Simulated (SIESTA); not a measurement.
Cr:

```
Cr
1.0
     2.71400    0.00000    0.00000
    -1.35700    2.35039    0.00000
     0.00000    0.00000    4.41000
Cr
2
Cartesian
  1.3570 0.7835 3.3075
  0.0000 1.5669 1.1025
```

This isn't the form of Cr at room conditions, which is bcc.

```yaml
Program: SIESTA 5.4.2
Task: single point
Functional: PBE
Potentials_or_basis: PseudoDojo 0.4 standard (PBE files)
Basis: DZP (energy shift 0.002 Ry)
Grid_cutoff: 800 Ry
Energy_shift: 0.002 Ry
k_mesh: 11 × 11 × 6
Occupations: fermi-dirac, width 0.05 eV
Spin: collinear spin, ferromagnetic start
Starting_moments: "[3.0, 3.0] μB"
```

On this cell: pressure -25.8 GPa; largest force under 0.003 eV/Å; net moment 2.34 μB per cell; site moments Cr +1.17 μB; band gap on the k mesh none (metal or under the smearing width).

The same run follows on a disturbed copy (atoms moved at random, drawn with an rms of 0.05 Å):

```
Cr
1.0
     2.71400    0.00000    0.00000
    -1.35700    2.35039    0.00000
     0.00000    0.00000    4.41000
Cr
2
Direct
  0.67792 0.33401 0.74410
  0.33027 0.66015 0.25463
```

Task: What does the disturbed cell give?

Result: The energy (extrapolated to zero smearing) moves by +0.8 meV/atom; pressure -26.0 GPa; largest force 0.087 eV/Å; net moment 2.27 μB per cell; site moments Cr +1.13 μB; band gap on the k mesh none (metal or under the smearing width).

Forces on the atoms (eV/Å):
```
Cr   0.017  0.010  0.084
Cr  -0.017 -0.010 -0.085
```

Stress tensor (GPa, compression positive):
```
-26.35   0.44  -0.01
  0.44 -26.87   0.00
 -0.01   0.00 -24.79
```

Caveats: semicore shells carry a single zeta, which can move pressures by several GPa and volumes by a few percent; the basis of atomic orbitals isn't converged, which shifts pressures, moduli and gaps; so large a pressure means that the cell lies far from this level's equilibrium, or that cutoff or potentials fall short (some runs).
